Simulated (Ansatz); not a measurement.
# Co: one candidate structure

Where does Co go from the start given, F type (C2/m, No. 12)?

Program: Ansatz 0.2.0. Level of theory: DFT PBE, scalar-relativistic, plane waves, PAW. These are calculated values, not measurements.

### Step 1. The system as given

Symmetry: C2/m, No. 12, monoclinic system. The conventional cell has a = 5.073 Å, b = 3.025 Å, c = 6.718 Å, α = 90.00°, β = 102.17°, γ = 90.00°. Co (site symmetry m) has 1 Co at 1.33 Å as nearest neighbours.

As a file:

```cif
data_structure
_symmetry_space_group_name_H-M 'C2/m'
_symmetry_Int_Tables_number 12
_cell_length_a 5.0727
_cell_length_b 3.0252
_cell_length_c 6.7179
_cell_angle_alpha 90.000
_cell_angle_beta 102.174
_cell_angle_gamma 90.000
_cell_volume 100.77
loop_
_atom_site_label
_atom_site_type_symbol
_atom_site_symmetry_multiplicity
_atom_site_Wyckoff_symbol
_atom_site_fract_x
_atom_site_fract_y
_atom_site_fract_z
_atom_site_occupancy
Co1 Co 4 i 0.05040 0.00000 0.09960 1
Co2 Co 4 i 0.50500 0.00000 0.60000 1
```

(A quick probe on a coarse mesh, which set the mesh and smearing, is not shown.)

### Step 3. Rough relaxation on the coarse mesh

The input, input.yaml:

```yaml
crystal:
  lattice:
    - [2.5363514373, -1.5125877662, 0.0]
    - [2.5363514373, 1.5125877662, 0.0]
    - [-1.4166767895, 0.0, 6.5668628947]
  atoms:
    - { symbol: Co, position: [0.0504, 0.0504, 0.0996] }
    - { symbol: Co, position: [0.9496, 0.9496, 0.9004] }
    - { symbol: Co, position: [0.505, 0.505, 0.6] }
    - { symbol: Co, position: [0.495, 0.495, 0.4] }
basis:
  ecutwfc: 420
kpoints:
  mp_grid: { grid: [6, 6, 4] }
hamiltonian:
  xc: pbe
scf:
  occupations: { method: gaussian, width: 0.1 }
  lower_state_search: "off"
output:
  forces: true
  stress: true
  eigenvalues: true
relax:
  adjacent_minimum: "off"
  f_tol: 0.04
  max_steps: 70
  cell: { stress_tol: 0.4 }
```

The session goes on with these runs: relaxing cell and atoms.

**Question.** What will these runs give?

The runs gave:

| quantity | value |
| --- | --- |
| cell (conventional) | a = 2.446 Å, b = 2.446 Å, c = 23.893 Å, α = 90.00°, β = 90.00°, γ = 120.00° |
| space group | R-3m (No. 166) |
| volume | 10.31 Å³/atom |
| gap on the mesh | none (metal) |

In words: The structure ended in another space group than at the start: C2/m to R-3m. A spin-polarised run here lost its starting moments, which speaks against magnetism, though one start doesn't rule it out. Where forces pass 15 eV/Å atoms stand far too close, the PAW spheres overlap strongly and those numbers are rough.
